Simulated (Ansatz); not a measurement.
Au, DFT, PBE, PAW with Ansatz's default frozen-core files, scalar-relativistic (Ansatz 0.2.0), run on 1 thread of Intel(R) Xeon(R) Platinum 8488C (Sapphire Rapids) on a shared host.

The cell is COD entry 1545302, as deposited and not checked against the literature; nothing was relaxed. The listed cell was then made from it by scaling, straining or moving an atom.

Command: `ansatz run input.yaml --threads 1 --pin off --max-ram 3072MiB --backend cpu --events-out ev --progress --plain --runs-dir out`

```yaml
crystal:
  lattice:
    - [2.8709984263, 0.0, 0.0]
    - [-1.4354992132, 2.4863575715, 0.0]
    - [0.0, 0.0, 4.88]
  atoms:
    - { symbol: Au, position: [0.3333333333, 0.6666666667, 0.75] }
    - { symbol: Au, position: [0.6666666667, 0.3333333333, 0.25] }
kpoints:
  mp_grid: { grid: [14, 14, 8] }
scf:
  occupations: { method: fermi_dirac, width: 0.03 }
hamiltonian:
  xc: pbe
  pseudopotentials: { kind: paw }
output:
  forces: true
  stress: true
  eigenvalues: true
  efg: { contact_densities: true }
```

(1) How large is the problem that the program sets up?

(2) Estimate the wall time and the peak memory.

(3) And the same cell and mesh by all-electron PAW (datasets made for this crystal), asked for forces, stress, eigenvalues, efg, on the same hardware?

## Answers

(1) 120 irreducible k-points, 701 plane waves at Γ, 23 bands.

(2) 4.7 s of wall time for 6 SCF iterations, with a peak of 0.44 GiB. Times on shared machines scatter by tens of per cent.

(3) 13 s, peak memory 0.55 GiB.
